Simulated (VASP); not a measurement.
Set up this calculation in VASP 6.6.1, as the native input.

* Task: relaxation of cell and atoms
* Functional: r2SCAN
* Potentials or basis: VASP PAW PBE potentials, release 64 (Ba_sv, S)
* Cutoff: 600 eV
* k mesh: 8 × 8 × 8
* Occupations: gaussian, width 0.02 eV
* Spin: no spin polarisation
* Further INCAR settings: ALGO = Normal; EDIFF = 1e-07; IBRION = 2; EDIFFG = -0.005; NSW = 90; ISIF = 3

The structure of BaS lies in POSCAR:

```
BaS
1.0
    0.0000000000      3.2256756200      3.2256756200
    3.2256756200      0.0000000000      3.2256756200
    3.2256756200      3.2256756200      0.0000000000
Ba S
1 1
Direct
    0.0000000000      0.0000000000      0.0000000000
    0.5000000000      0.5000000000      0.5000000000
```

The cell is a database's computed one.

One way to write it, as run:

INCAR

```
SYSTEM = BaS
PREC     = Accurate       ! precision mode
ENCUT    = 600            ! plane-wave cutoff, eV
EDIFF    = 1E-7           ! SCF threshold, eV
ISMEAR   = 0              ! smearing method
SIGMA    = 0.02           ! smearing width, eV
LREAL    = .False.        ! projectors in reciprocal space
LASPH    = .True.         ! aspherical terms in the spheres
NELM     = 100            ! most SCF steps
ALGO     = Normal         ! electronic algorithm
ISIF     = 3              ! what is computed and relaxed
LWAVE    = .False.        ! write WAVECAR
LCHARG   = .False.        ! write CHGCAR
METAGGA  = R2SCAN         ! meta-GGA
LMIXTAU  = .True.       
IBRION   = 2              ! ionic algorithm
NSW      = 90             ! ionic steps
EDIFFG   = -0.005         ! ionic threshold
```

KPOINTS

```
Automatic mesh
0
Gamma
  8 8 8
  0 0 0
```

Potentials or basis: VASP PAW PBE potentials, release 64 (Ba_sv, S).

Command:

```console
$ cat potpaw_PBE.64/Ba_sv/POTCAR potpaw_PBE.64/S/POTCAR > POTCAR
$ mpirun -np 1 vasp_std > vasp.out
```

Results of the run:

```yaml
Pressure_after_relaxing: 0.0 GPa
Band_gap_on_the_k_mesh: 2.51 eV, indirect (least direct gap 2.66 eV)
```

Caveat: the relaxation stopped at its first step, so nothing moved; the PAW data sets were made with another functional, which shifts forces and pressure a little; spin-orbit coupling is left out, which moves the levels of the heavy elements.

Run time: 98 s on 1 thread of Intel(R) Xeon(R) 6975P-C (Granite Rapids) (shared host), peak memory 0.23 GiB.
